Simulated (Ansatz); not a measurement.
NbH2: energy less free atoms and pressure against volume per atom

Periodic Kohn-Sham DFT of a crystal at fixed atoms; pressure and stress are positive in compression; the energy is the free energy less that of spherical unpolarised free atoms; site moments are those in the method's own spheres, positive along +z. The results are calculated, by Ansatz 0.2.0.

Cell of the first row (space group Fm-3m, No. 225):
```
NbH2
1.0
      0.0000     2.2349     2.2349
      2.2349     0.0000     2.2349
      2.2349     2.2349     0.0000
Nb H
1 2
Direct
  0.00000 0.00000 0.00000
  0.25000 0.25000 0.25000
  0.75000 0.75000 0.75000
```

Settings of every row: method all-electron LAPW; functional LDA; relativity scalar; k mesh 15x15x15; filling fermi-dirac; smearing width 0.03 eV; basis error target 1 meV/atom; nucleus gaussian.

Atom start moment: 0 on all atoms.

```csv
row,volume per atom (Å³),energy less free atoms (eV/atom),pressure (GPa)
1,7.442,-6.4251,3.507
2,7.6,-6.4264,-0.811
3,7.759,?,?
4,7.838,-6.4209,-6.487
5,7.917,-6.4173,-8.187
6,7.996,-6.4128,-9.799
7,8.076,-6.4076,-11.328
8,8.234,-6.395,-14.154
9,8.392,-6.3797,-16.694
```

Question: what energy less free atoms and pressure should row 3 give?

Worked fit of energy less free atoms. Take u = (V_r/V)^(2/3) − 1 with V_r = 7.9565 Å³ an atom, which is twice the finite (Eulerian) strain; such expansions in the strain, on which the Birch-Murnaghan equation of state is built, carry the rest volume and the bulk modulus. The shown rows have u = 0.04557, 0.03103, 0.01005, 0.00332, -0.0033, -0.00989, -0.0226, -0.0349. Least squares give energy less free atoms = −6.41517 − 0.6697 × u + 9.917 × u² eV/atom; a straight line predicts inner rows, each left out in turn, worse (root mean square 0.0052 against 3.5e-05 eV/atom). The rows lie off it by 0.0000, 0.0000, 0.0000, 0.0000, 0.0001, 0.0000, 0.0000, 0.0000. Its lowest point lies at u = 0.0338, or V = 7.57 Å³ an atom, and the curvature there gives the bulk modulus at fixed shape and fractions, B = (4/9)(1 + u)² E″(u)/V = 199 GPa. The withheld row has u = 0.0169, so the fit gives −6.41517 − 0.6697 × (0.0169) + 9.917 × (0.0169)² = -6.4237 eV/atom.

The calculation gave -6.4237 eV/atom. The fit meets it to the printed digit.

Worked fit of pressure. Take u = (V_r/V)^(2/3) − 1 with V_r = 7.9565 Å³ an atom, which is twice the finite (Eulerian) strain; such expansions in the strain, on which the Birch-Murnaghan equation of state is built, carry the rest volume and the bulk modulus. The shown rows have u = 0.04557, 0.03103, 0.01005, 0.00332, -0.0033, -0.00989, -0.0226, -0.0349. Least squares give pressure = −8.9982 + 242.622 × u + 661.22 × u² + 796 × u³ GPa; a parabola predicts inner rows, each left out in turn, worse (root mean square 0.013 against 0.0066 GPa). The rows lie off it by 0.000, -0.002, 0.005, -0.002, -0.007, 0.006, -0.001, 0.000 (root mean square 0.0039 GPa). The pressure vanishes at u = 0.0338, or V = 7.569 Å³ an atom, and there the bulk modulus at fixed shape and fractions is B = −V dP/dV = (2/3)(1 + u) dP/du = 200 GPa. The withheld row has u = 0.0169, so the fit gives −8.9982 + 242.622 × (0.0169) + 661.22 × (0.0169)² + 796 × (0.0169)³ = -4.705 GPa.

The calculation gave -4.694 GPa. The fit lies 0.011 GPa (0.054 % of the column's range) below it; its largest miss of a shown row is 0.007 GPa.
